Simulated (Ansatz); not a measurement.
# WS2 in Ansatz: settings compared

The runs below take WS2 through relaxation of cell and atoms, with PBE, PBE+D3(BJ), PBE+D3(BJ)-ATM, PBE+D4.

Everything below comes from runs of Ansatz 0.2.0. Logs are shortened: lines on timing, memory, paths and dates and some standing lists are left out, and cuts for length are marked.

## Step 1: Starting point

The cell holds a slab with vacuum, 3 atoms: a = 3.184 Å, b = 3.184 Å, c = 16.951 Å, α = 90.00°, β = 90.00°, γ = 120.00°.

## Step 2: Relaxation of cell and atoms, PBE

input.yaml

```yaml
crystal:
  lattice:
    - [3.1835163552, 0.0, 0.0]
    - [-1.5917581776, 2.7570060369, 0.0]
    - [0.0, 0.0, 16.95057789]
  atoms:
    - { symbol: W, position: [0.0, 0.0, 0.0] }
    - { symbol: S, position: [0.3333333333, 0.6666666667, 0.09200051] }
    - { symbol: S, position: [0.3333333333, 0.6666666667, 0.90799949] }
hamiltonian:
  xc: pbe
  pseudopotentials: { kind: paw }
kpoints:
  mp_grid: { grid: [10, 10, 2] }
scf:
  occupations: { method: fermi_dirac, width: 0.05 }
output:
  forces: true
  stress: true
  eigenvalues: true
relax:
  f_tol: 0.01
  max_steps: 40
  cell: { stress_tol: 0.05 }
```

Potentials or basis: Ansatz PAW.

On the command line:

```
$ ansatz run input.yaml --threads 2 --pin off --max-ram 5632MiB --backend cpu --events-out ev --progress --plain --runs-dir out
```

Log:

```text
Warning: RAYON_NUM_THREADS=2 ignored (pool sized by the plan → 2); use --threads N
Engine: ansatz 0.2.0, aarch64-unknown-linux-gnu
Pseudopotentials: kind: paw
Pseudopotential: W, paw, valence charge 14, recommended cutoff 420 eV (normal), W.paw.azcp
Pseudopotential: S, paw, valence charge 6, recommended cutoff 420 eV (normal), S.paw.azcp
Functional definition: PBE
  parameter kappa = 0.804
  parameter beta = 0.06672455060314922
  exchange = pbe_x(kappa = kappa, mu = beta*pi^2/3)
  correlation = pbe_c(beta = beta)
Crystal: 3 atoms, lattice volume = 148.775 Å³
Basis set: ecut = 420 eV, 2937 PW (Γ), exchange–correlation on 48×48×240 points (8 copies of the dense FFT grid, shifted against one another)
Bands: 17, of which v1, the nominal top of the filled ones, is band 13 counted from 1 (12 counted from 0)
Symmetry: 12 space group operations
Space group: P-6m2 (ITA 187), of the structure as read, at distance tolerance 5.3e-5 Å
k-points: 28 of 200 (time reversal used)
Non-local potential: W, projectors of the file, l = 0: 3, l = 1: 2, l = 2: 2, l = 3: 1
Non-local potential: S, projectors of the file, l = 0: 2, l = 1: 2, l = 2: 2
PAW form: soft (Blöchl's): semilocal exchange-correlation on the pseudo side does not see the compensation charge
PAW one-centre angular grid: W, 590 points (default); XC on 64 Gauss nodes
PAW one-centre angular grid: S, 110 points (default); XC on 64 Gauss nodes
Initial density: superposition of atomic densities (neutral atoms: chi_scale 0, normalization atom), corrected by the library's trained network
Initial wavefunctions: pseudopotential atomic-orbital guess
Functional: x = pbe(κ = 0.804, μ = 0.2195149727645171), c = pbe(β = 0.06672455060314922)
SCF iter   1: F=—  HF=-12191.428424 eV  |F-HF|=—  |Δ(HF+E_count)|=         —  Δρ=3.44e-3  dr2=2.26e-2  ethr=1.77e-3  ⟨swp⟩=9.2  Hψ=3429  notcnv=0
preconditioner: auto → none  [insulator: Δε(μ)=1.943 eV  Ē_g=8.716 eV  σ=0.050 eV  W_gap=1.00  n_scr=10 (ndim 8)  ℏωp=12.9 eV  f_vac=0.610  D(μ)=0.00/eV (n_scr^D=0)  ε∞_Penn≈3.2]
SCF iter   2: F=—  HF=-12191.440715 eV  |F-HF|=—  |Δ(HF+E_count)|=   1.23e-2  Δρ=3.66e-3  dr2=6.56e-2  ethr=8.68e-5  ⟨swp⟩=3.6  Hψ=1286  notcnv=0
SCF iter   3: F=—  HF=-12191.431515 eV  |F-HF|=—  |Δ(HF+E_count)|=   9.20e-3  Δρ=1.29e-3  dr2=1.71e-3  ethr=8.68e-5  ⟨swp⟩=2.6  Hψ=798  notcnv=0
SCF iter   4: F=—  HF=-12191.433466 eV  |F-HF|=—  |Δ(HF+E_count)|=   1.95e-3  Δρ=2.12e-4  dr2=1.75e-5  ethr=6.58e-6  ⟨swp⟩=2.1  Hψ=689  notcnv=0
SCF iter   5: F=—  HF=-12191.433550 eV  |F-HF|=—  |Δ(HF+E_count)|=   8.35e-5  Δρ=2.79e-5  dr2=1.36e-6  ethr=6.72e-8  ⟨swp⟩=3.1  Hψ=1127  notcnv=0
SCF iter   6: F=-12191.433550 eV  HF=-12191.433550 eV  |F-HF|=7.80e-8  |Δ(HF+E_count)|=   1.32e-7  Δρ=8.74e-6  dr2=8.54e-8  ethr=3.85e-10  ⟨swp⟩=7.1  Hψ=3021  notcnv=0
SCF 1 converged in 6 iterations: F = -12191.433550 eV  dr2 = 8.54e-8
relax step   1: F+E_penalty+E_count = -12191.43355014 eV  Δ(F+E_penalty+E_count) = +0.000e0 eV  max|allowed force component| = 2.592e-1 eV/Å  Δτ_max = 0.0000 Å  P = +0.586 GPa  Ω = 148.775 Å³  (6 SCF iters, dr2 threshold 1.00e-7 eV, accepted)
Crystal: 3 atoms, lattice volume = 148.687 Å³
Initial density: handed on by an earlier stage of this run
Initial wavefunctions: those handed on with the density
[... 28 lines left out ...]
SCF iter   5: F=-12191.437049 eV  HF=-12191.437049 eV  |F-HF|=3.22e-8  |Δ(HF+E_count)|=   1.08e-6  Δρ=1.69e-7  dr2=2.21e-11  ethr=1.00e-12  ⟨swp⟩=8.3  Hψ=3611  notcnv=0
SCF 4 converged in 5 iterations: F = -12191.437049 eV  dr2 = 2.21e-11
relax step   4: F+E_penalty+E_count = -12191.43704906 eV  Δ(F+E_penalty+E_count) = -2.867e-5 eV  max|allowed force component| = 2.831e-3 eV/Å  Δτ_max = 0.0000 Å  P = -0.030 GPa  Ω = 149.247 Å³  stress off target by 4.01e-2 GPa  SCF on the basis re-selected at this cell (its energy is not comparable with the rows above)  (5 SCF iters)
basis re-selected at this cell: Δ(F+E_penalty+E_count) = -2.867e-5 eV, ΔP = -0.000 GPa vs the last step (what re-selecting the basis moved, of the pressure what is left beyond the Pulay correction that the steps carried, after the strain that the cell walked since its last selection, with what the two solves' SCF thresholds leave and, on support functions, any second-order correction that the steps lacked; it is no measure of the basis error at this ecutwfc). This SCF's stress stands 4.01e-2 GPa from its target on what of the cell is left free (relax.cell.stress_tol is 5.00e-2 GPa) and its largest allowed force component is 2.83e-3 eV/Å (relax.f_tol is 1.00e-2 eV/Å): within both
SCF converged after 5 iterations
Free energy (F): -12191.437049 eV
Harris-Foulkes:  -12191.437049 eV  (|F-HF|=3.22e-8)
Internal energy: -12191.437049 eV  (E = F + TS)
E sigma→0 (E₀):  -12191.437049 eV
Fermi energy:    1.233474 eV
--- Per-component energies (eV) ---
  E_band       = -466.428033
  E_kinetic    = 664.946175
  E_local      = -12331.604482  (includes V_loc(G=0)·N_el)
  E_nonlocal   = 57.241871
  E_hartree    = 5846.143244
  E_xc         = -461.609595
  E_vxc        = -414.279920  (∫ρ·V_xc dr)
  E_paw        = -9763.054315  (= ΣΔE_a)
  E_vpaw       = -135.018101  (= ΣTr[D̂ρ^β])
  E_aug_tail   = -0.000060  (compensation charges beyond the density's cutoff)
  E_ewald      = 3796.500113
  E_smearing   = -0.000000  (= −TS)
  E_closure    = 0.000000  (closes the sum)
  Σ components = -12191.437049   (vs F -12191.437049, Δ=0.00e0)
--- Forces (eV/Å), atoms counted from 1 ---
  atom   1  W      0.00000000    -0.00000000     0.00000000
  atom   2  S     -0.00000000     0.00000000    -0.00283141
  atom   3  S     -0.00000000     0.00000000     0.00283141
  max |Σ_I F_I| component: 2.78e-17 eV/Å
--- Stress (GPa, compression-positive) ---
       -0.040131       0.000000       0.000000
       -0.000000      -0.040131       0.000000
        0.000000       0.000000      -0.009557
  P = ⅓ Tr σ = -0.0299 GPa (-0.299 kbar)
--- Band table (eV; the first three rows and the last of 28) ---
  k-point 0: bands = ["-73.6875", "-37.9587", "-37.8118", "-37.8118", "-14.4435", "-12.8201", "-6.0274", "-2.5629", "-2.5629", "-1.8147", "-1.3393", "-1.3393", "0.2444", "3.1490", "3.1490", "3.2987", "3.2987"]
  k-point 1: bands = ["-73.6875", "-37.9587", "-37.8118", "-37.8118", "-14.4435", "-12.8201", "-6.0274", "-2.5629", "-2.5629", "-1.8147", "-1.3393", "-1.3393", "0.2444", "3.1490", "3.1490", "3.2987", "3.2987"]
  k-point 2: bands = ["-73.6860", "-37.9530", "-37.8436", "-37.8192", "-14.2815", "-12.7606", "-5.8336", "-2.9762", "-2.4046", "-2.3404", "-1.5878", "-1.1025", "0.1539", "2.9346", "3.0289", "3.1587", "3.4441"]
  k-point 27: bands = ["-73.6695", "-38.0694", "-38.0004", "-37.8922", "-12.0904", "-11.9445", "-5.3615", "-5.2053", "-3.9765", "-3.5304", "-3.0187", "-1.9843", "0.1265", "2.2786", "3.6583", "4.1237", "5.6568"]
--- Relaxed structure (3 steps of the walk, 3 accepted, 1 SCFs on fresh bases) ---
  F+E_penalty+E_count = -12191.43704906 eV   max|allowed force component| = 2.831e-3 eV/Å   (the final SCF, on the basis selected at the relaxed cell)
  cell:  # Å, volume = 149.2471 Å³
    - [3.1885473921407237, 0.0, 0.0]
    - [-1.5942736960703618, 2.761363042764489, 0.0]
    - [0.0, 0.0, 16.95076840041126]
  atoms:
    - { symbol: W, position: [-6.162975822039155e-33, -2.878355989888598e-17, 0.0] }
    - { symbol: S, position: [0.3333333333333333, 0.6666666666666666, 0.09267382108417617] }
    - { symbol: S, position: [0.3333333333333333, 0.6666666666666666, 0.9073261789158238] }
```

It took 12 s on 2 threads of Arm Neoverse V2, shared host; peak memory 0.4 GiB.

Results:

```
Free energy                            : -12191.4370 eV
Relaxed volume                         : 49.75 Å³/atom
Relaxed cell                           : a = 3.189 Å, b = 3.189 Å, c = 16.951 Å, α = 90.00°, β = 90.00°, γ = 120.00°
Space group after relaxing (to 0.05 Å) : P-6m2 (No. 187)
Energy gained by relaxing              : 1.2 meV/atom
Ionic steps                            : 4
Band gap on the k mesh                 : 2.03 eV, indirect (least direct gap 2.15 eV)
```

Forces in eV/Å, atoms in the order of the input:
```
W    0.000  0.000  0.000
S    0.000  0.000 -0.003
S    0.000  0.000  0.003
```

Step by step:
```
step  energy change (eV)  largest force (eV/Å)  volume (Å³)
   1              0.0000                0.2592       148.77
   2             -0.0022                0.1421       148.69
   3             -0.0035                0.0027       149.25
   4             -0.0035                0.0028       149.25
```

Final structure:
```xyz
3
Lattice="3.1885 0.0000 0.0000 -1.5943 2.7614 0.0000 0.0000 0.0000 16.9508" Properties=species:S:1:pos:R:3 pbc="T T T"
W     0.0000    0.0000    0.0000
S     0.0000    1.8409    1.5709
S     0.0000    1.8409   15.3799
```

Caveat: the plane-wave basis is chosen anew once the cell has moved, so the energies of steps on either side of that aren't comparable; spin-orbit coupling is left out, which moves the levels of the heavy elements. Expect the measured gap to be larger: semilocal functionals such as PBE lack the derivative discontinuity.

## Step 3: Relaxation of cell and atoms, PBE+D3(BJ)

Changes to input.yaml since step 2:

```diff
@@ -12,2 +12,3 @@
   pseudopotentials: { kind: paw }
+  dispersion: d3bj
 kpoints:
```

Potentials or basis: Ansatz PAW.

On the command line:

```
$ ansatz run input.yaml --threads 2 --pin off --max-ram 5632MiB --backend cpu --events-out ev --progress --plain --runs-dir out
```

Wall time 13 s (2 threads of Arm Neoverse V2, shared host); peak memory 0.4 GiB.

Results (log left out):

| Item | Value |
| --- | --- |
| Free energy | -12192.3615 eV |
| Relaxed volume | 48.82 Å³/atom |
| Relaxed cell | a = 3.160 Å, b = 3.160 Å, c = 16.940 Å, α = 90.00°, β = 90.00°, γ = 120.00° |
| Space group after relaxing (to 0.05 Å) | P-6m2 (No. 187) |
| Energy gained by relaxing | 2.3 meV/atom |
| Ionic steps | 3 |
| Band gap on the k mesh | 2.21 eV, indirect (least direct gap 2.26 eV) |

Step by step:
```
step  energy change (eV)  largest force (eV/Å)  volume (Å³)
   1              0.0000                0.1605       148.77
   2             -0.0071                0.0009       146.47
   3             -0.0070                0.0008       146.47
```

Final structure:
```
W S
1.0
     3.15974    0.00000    0.00000
    -1.57987    2.73641    0.00000
     0.00000    0.00000   16.93957
W S
1 2
Direct
  0.00000 0.00000 0.00000
  0.33333 0.66667 0.09304
  0.33333 0.66667 0.90696
```

Levels at points of the mesh, in eV from the valence-band top:
| k point | band 11 | band 12 | band 13 | band 14 | band 15 | band 16 |
| --- | --- | --- | --- | --- | --- | --- |
| (0.00, 0.00, 0.00) | -1.44 | -1.44 | 0.00 | 3.07 | 3.07 | 3.20 |
| (0.00, 0.00, -0.50) | -1.44 | -1.44 | 0.00 | 3.07 | 3.07 | 3.20 |
| (0.00, -0.50, 0.00) | -2.06 | -1.08 | -0.82 | 3.08 | 3.50 | 4.18 |
| (0.00, -0.50, -0.50) | -2.06 | -1.08 | -0.82 | 3.08 | 3.50 | 4.18 |

Caveat: the plane-wave basis is chosen anew once the cell has moved, so the energies of steps on either side of that aren't comparable; spin-orbit coupling is left out, which moves the levels of the heavy elements.

## Step 4: Relaxation of cell and atoms, PBE+D3(BJ)-ATM

Changes to input.yaml since step 3:

```diff
@@ -12,3 +12,3 @@
   pseudopotentials: { kind: paw }
-  dispersion: d3bj
+  dispersion: d3bjatm
 kpoints:
```

Potentials or basis: Ansatz PAW.

On the command line:

```
$ ansatz run input.yaml --threads 2 --pin off --max-ram 5632MiB --backend cpu --events-out ev --progress --plain --runs-dir out
```

Log:

```text
Warning: RAYON_NUM_THREADS=2 ignored (pool sized by the plan → 2); use --threads N
[... 9 set-up lines as earlier in the session ...]
Crystal: 3 atoms, lattice volume = 148.775 Å³
Basis set: ecut = 420 eV, 2937 PW (Γ), exchange–correlation on 48×48×240 points (8 copies of the dense FFT grid, shifted against one another)
Bands: 17, of which v1, the nominal top of the filled ones, is band 13 counted from 1 (12 counted from 0)
[... 91 lines left out ...]
       -0.013881       0.000000       0.000000
        0.000000      -0.013881       0.000000
        0.000000       0.000000      -0.009051
  P = ⅓ Tr σ = -0.0123 GPa (-0.123 kbar)
--- Band table (eV; the first three rows and the last of 28) ---
  k-point 0: bands = ["-73.5260", "-37.8198", "-37.6437", "-37.6437", "-14.4223", "-12.7873", "-6.0115", "-2.4139", "-2.4139", "-1.7828", "-1.1665", "-1.1665", "0.2787", "3.3417", "3.3417", "3.4758", "3.4758"]
  k-point 1: bands = ["-73.5260", "-37.8198", "-37.6437", "-37.6437", "-14.4223", "-12.7873", "-6.0115", "-2.4139", "-2.4139", "-1.7828", "-1.1665", "-1.1665", "0.2787", "3.3417", "3.3417", "3.4758", "3.4758"]
  k-point 2: bands = ["-73.5242", "-37.8135", "-37.6787", "-37.6518", "-14.2544", "-12.7247", "-5.8109", "-2.8381", "-2.2751", "-2.2495", "-1.4243", "-0.9773", "0.2013", "3.0819", "3.2172", "3.3312", "3.6433"]
  k-point 27: bands = ["-73.5055", "-37.9266", "-37.8510", "-37.7461", "-11.9618", "-11.8581", "-5.3356", "-5.1591", "-3.9098", "-3.4315", "-2.9570", "-1.9205", "0.2525", "2.5090", "3.7482", "4.3211", "5.9224"]
--- Relaxed structure (3 steps of the walk, 2 accepted, 1 SCFs on fresh bases) ---
  F+E_penalty+E_count = -12192.34933772 eV   max|allowed force component| = 7.187e-4 eV/Å   (the final SCF, on the basis selected at the relaxed cell)
  cell:  # Å, volume = 146.5978 Å³
    - [3.16067131222392, 0.0, 0.0]
    - [-1.58033565611196, 2.7372216493986117, 0.0]
    - [0.0, 0.0, 16.94486496237661]
  atoms:
    - { symbol: W, position: [0.0, -2.878355989888597e-17, -6.822671916101092e-20] }
    - { symbol: S, position: [0.33333333333333326, 0.6666666666666665, 0.09296773069512383] }
    - { symbol: S, position: [0.33333333333333326, 0.6666666666666665, 0.907032269304876] }
```

It took 13 s on 2 threads of Arm Neoverse V2, shared host; peak memory 0.4 GiB.

Results:

```yaml
Free_energy: -12192.3493 eV
Relaxed_volume: 48.87 Å³/atom
Relaxed_cell: a = 3.161 Å, b = 3.161 Å, c = 16.945 Å, α = 90.00°, β = 90.00°, γ = 120.00°
Space_group_after_relaxing_to_0.05_Å: P-6m2 (No. 187)
Energy_gained_by_relaxing: 2.1 meV/atom
Ionic_steps: 3
Band_gap_on_the_k_mesh: 2.21 eV, indirect (least direct gap 2.26 eV)
```

Step by step:
```tsv
step	energy change (eV)	largest force (eV/Å)	volume (Å³)
1	0.0000	0.1545	148.77
2	-0.0066	0.0008	146.60
3	-0.0064	0.0007	146.60
```

Final structure:
```
W S
1.0
     3.16067    0.00000    0.00000
    -1.58034    2.73722    0.00000
     0.00000    0.00000   16.94486
W S
1 2
Direct
  0.00000 0.00000 0.00000
  0.33333 0.66667 0.09297
  0.33333 0.66667 0.90703
```

Caveat: the plane-wave basis is chosen anew once the cell has moved, so the energies of steps on either side of that aren't comparable; spin-orbit coupling is left out, which moves the levels of the heavy elements. Expect the measured gap to be larger: semilocal functionals such as PBE lack the derivative discontinuity.

## Step 5: Relaxation of cell and atoms, PBE+D4

Changes to input.yaml since step 4:

```diff
@@ -12,3 +12,3 @@
   pseudopotentials: { kind: paw }
-  dispersion: d3bjatm
+  dispersion: d4
 kpoints:
```

On the command line:

```
$ ansatz run input.yaml --threads 2 --pin off --max-ram 5632MiB --backend cpu --events-out ev --progress --plain --runs-dir out
```

It took 13 s on 2 threads of Arm Neoverse V2, shared host; peak memory 0.4 GiB.

It converged, with:

```
Free energy                            : -12192.4648 eV
Relaxed volume                         : 48.78 Å³/atom
Relaxed cell                           : a = 3.158 Å, b = 3.158 Å, c = 16.945 Å, α = 90.00°, β = 90.00°, γ = 120.00°
Space group after relaxing (to 0.05 Å) : P-6m2 (No. 187)
Energy gained by relaxing              : 2.5 meV/atom
Ionic steps                            : 3
Band gap on the k mesh                 : 2.22 eV, indirect (least direct gap 2.27 eV)
```

Step by step:
```tsv
step	energy change (eV)	largest force (eV/Å)	volume (Å³)
1	0.0000	0.1371	148.77
2	-0.0077	0.0010	146.33
3	-0.0076	0.0011	146.33
```

Final structure:
```
W S
1.0
     3.15783    0.00000    0.00000
    -1.57892    2.73476    0.00000
     0.00000    0.00000   16.94455
W S
1 2
Direct
  0.00000 0.00000 0.00000
  0.33333 0.66667 0.09297
  0.33333 0.66667 0.90703
```

Levels at points of the mesh, in eV from the valence-band top:
| k point | band 11 | band 12 | band 13 | band 14 | band 15 | band 16 |
| --- | --- | --- | --- | --- | --- | --- |
| (0.00, 0.00, 0.00) | -1.43 | -1.43 | 0.00 | 3.08 | 3.08 | 3.21 |
| (0.00, 0.00, -0.50) | -1.43 | -1.43 | 0.00 | 3.08 | 3.08 | 3.21 |
| (0.00, -0.50, 0.00) | -2.06 | -1.08 | -0.82 | 3.09 | 3.51 | 4.19 |
| (0.00, -0.50, -0.50) | -2.06 | -1.08 | -0.82 | 3.09 | 3.51 | 4.19 |

Caveat: the plane-wave basis is chosen anew once the cell has moved, so the energies of steps on either side of that aren't comparable; spin-orbit coupling is left out, which moves the levels of the heavy elements.

## Step 6: Overview

```tsv
level	gap on the mesh (eV)	relaxed volume (Å³/atom)
PBE	2.03	49.75
PBE+D3(BJ)	2.21	48.82
PBE+D3(BJ)-ATM	2.21	48.87
PBE+D4	2.22	48.78
```

Alike in all rows: task relaxation of cell and atoms; potentials or basis Ansatz PAW; no spin polarisation; cell relaxed; k mesh 10 × 10 × 2; cutoff (eV) 420; smearing fermi-dirac 0.05 eV.

Caveats: the plane-wave basis is chosen anew once the cell has moved, so the energies of steps on either side of that aren't comparable; spin-orbit coupling is left out, which moves the levels of the heavy elements.

Total energies depend on the potentials used, so only differences within one code and one set of settings carry meaning.
